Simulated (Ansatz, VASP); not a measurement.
# BN in VASP and in Ansatz

```xyz
2
Lattice="0.0142 1.7458 1.7458 1.7458 0.0142 1.7458 1.7601 1.7601 0.0000" Properties=species:S:1:pos:R:3 pbc="T T T"
B     0.0000    0.0000    0.0000
N     1.7601    1.7601    1.7458
```

Change from the starting cell: shear_xy strain +1.6%.

Alike in both runs: task single point; functional HSE06; k mesh 8 × 8 × 8; no spin polarisation.

```csv
,VASP,Ansatz
version,VASP 6.6.1,Ansatz 0.2.0
potentials or method,"VASP PAW PBE potentials, release 64 (B, N)","plane waves, PAW"
plane-wave cutoff (eV),520,420
occupations,"gaussian, width 0.01 eV",fixed
valence electrons in the cell,8,8
```

VASP gave:

* gap on the k mesh at the Fermi level (eV): 2.17
* pressure (GPa): -8.0
* largest component of the traceless stress (GPa): 10.69

Question: Which values does Ansatz return?

Answer: gap on the k mesh at the Fermi level (eV): 2.18; pressure (GPa): -8.3; largest component of the traceless stress (GPa): 10.69.

Ansatz warned: «stress_exchange_threshold_loose».

Caveats: the PAW data sets were made with another functional, which shifts forces and pressure a little (VASP). A k mesh can miss the band edges.
